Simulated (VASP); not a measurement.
CdTe:

```
Cd Te
1.0
     0.00000    3.24780    3.24780
     3.24780    0.00000    3.24780
     3.24780    3.24780    0.00000
Cd Te
1 1
Direct
  0.00000 0.00000 0.00000
  0.25000 0.25000 0.25000
```

Program: VASP 6.6.1. Alike in all runs: task band structure; potentials or basis VASP PAW PBE potentials, release 64 (Cd, Te); no spin polarisation; cell as given; k mesh 6 × 6 × 6; cutoff (eV) 520; smearing gaussian 0.03 eV.

Order these runs on this cell by their band gap on the k mesh, lowest first.
A. level PBE
B. level HSE06; screening parameter 0.2 1/A
C. level PBE0; exchange at q = 0 truncated

A (0.75 eV), B (1.54 eV), C (2.12 eV).

Caveats: spin-orbit coupling is left out, which moves the levels of the heavy elements.
